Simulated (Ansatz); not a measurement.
A calculation with Ansatz 0.2.0 of Sb (native input, structure typed inline):

Contents of input.yaml:

```yaml
crystal:
  lattice:
    - [3.16, 0.0, 0.0]
    - [0.0, 3.16, 0.0]
    - [0.0, 0.0, 3.16]
  atoms:
    - { symbol: Sb, position: [0.0, 0.0, 0.0] }
hamiltonian:
  xc: blyp
  pseudopotentials: { kind: paw_fr }
magnetization:
  noncollinear: true
  spin_orbit: true
kpoints:
  mp_grid: { grid: [8, 8, 8] }
scf:
  occupations: { method: fermi_dirac, width: 0.1 }
output:
  forces: true
  stress: true
  eigenvalues: true
  xc_energy_on_converged_density: [lda, pbe, pbesol, rpbe, revpbe]
```

Potentials or basis: Ansatz PAW.

Run with:

```sh
$ ansatz run input.yaml --threads 2 --pin off --max-ram 5120MiB --backend cpu --events-out ev --progress --plain --runs-dir out
```

This isn't the form of Sb at room conditions, which is rhombohedral.

Question: Write the same calculation in another form: ASE script, structure from a CIF.

Answer: As run:

run.py

```python
import json

import ase.io
import numpy as np

import ansatz as az

atoms = ase.io.read("Sb.cif")
atoms.info.pop("occupancy", None)

calculation = (
    az.Crystal.from_ase(atoms)
    .calculation()
    .kpoints(8, 8, 8)
    .functional("blyp")
    .pseudopotentials(kind="paw_fr")
    .spin("noncollinear", soc=True)
    .occupations(method="fermi_dirac", width=0.1)
    .xc_energy_on_converged_density(("lda", "pbe", "pbesol", "rpbe", "revpbe"))
    .forces()
    .stress()
    .band_table(publish=True)
)
outcome = calculation.run(threads=2, events_out="events.jsonl")

report = outcome.report
for line in open("events.jsonl"):
    event = json.loads(line)
    if event["event"] == "scf_iter":
        d = event["data"]
        print(f"SCF {d['iter']:3d}  HF = {d['harris_foulkes_ev']:.6f} eV  dr2 = {d['dr2_ev']:.2e} eV")
    elif event["event"] in ("relax_step", "md_step"):
        d = event["data"]
        print(f"{event['event']} {d['step']:3d}  E = {d['lagrangian_ev']:.6f} eV")
np.set_printoptions(precision=5, suppress=True, linewidth=110)
print("converged:", report["converged"], "after", report["n_iterations"], "iterations")
print(f"free energy {report['free_energy_ev']:.6f} eV, Fermi level {report['fermi_energy_ev']:.4f} eV")
for key in ("band_edges_ev", "magnetization_mub", "site_moments_mub", "site_moments_nc_mub", "forces_ev_ang",
                "stress_gpa"):
    if report.get(key) is not None:
        print(key, np.array(report[key]), sep="\n")
```

Sb.cif

```cif
data_Sb
_cell_length_a 3.16000000
_cell_length_b 3.16000000
_cell_length_c 3.16000000
_cell_angle_alpha 90.00000000
_cell_angle_beta 90.00000000
_cell_angle_gamma 90.00000000
_space_group_name_H-M_alt 'Pm-3m'
_space_group_name_Hall '-P 4 2 3'
_space_group_IT_number 221
loop_
_space_group_symop_operation_xyz
'x,y,z'
'-x,-y,-z'
'-y,x,z'
'y,-x,-z'
'-x,-y,z'
'x,y,-z'
'y,-x,z'
'-y,x,-z'
'x,-y,-z'
'-x,y,z'
'-y,-x,-z'
'y,x,z'
'-x,y,-z'
'x,-y,z'
'y,x,-z'
'-y,-x,z'
'z,x,y'
'-z,-x,-y'
'z,-y,x'
'-z,y,-x'
'z,-x,-y'
'-z,x,y'
'z,y,-x'
'-z,-y,x'
'-z,x,-y'
'z,-x,y'
'-z,-y,-x'
'z,y,x'
'-z,-x,y'
'z,x,-y'
'-z,y,x'
'z,-y,-x'
'y,z,x'
'-y,-z,-x'
'x,z,-y'
'-x,-z,y'
'-y,z,-x'
'y,-z,x'
'-x,z,y'
'x,-z,-y'
'-y,-z,x'
'y,z,-x'
'-x,-z,-y'
'x,z,y'
'y,-z,-x'
'-y,z,x'
'x,-z,y'
'-x,z,-y'
loop_
_atom_site_label
_atom_site_type_symbol
_atom_site_symmetry_multiplicity
_atom_site_Wyckoff_symbol
_atom_site_fract_x
_atom_site_fract_y
_atom_site_fract_z
_atom_site_occupancy
Sb1 Sb 1 a 0.0000000000 0.0000000000 0.0000000000 1
```

Potentials or basis: Ansatz PAW.

Run with:

```console
$ python run.py
```

Both were run:

|  | native input, structure typed inline | ASE script, structure from a CIF |
| --- | --- | --- |
| Pressure | 1.9 GPa | 1.9 GPa |
| Band gap on the k mesh | none (metal or under the smearing width) | none (metal or under the smearing width) |

Keys that steer only the numerical path or the files written may differ.

Caveat: the potentials were made for another functional, which shifts forces and pressure.
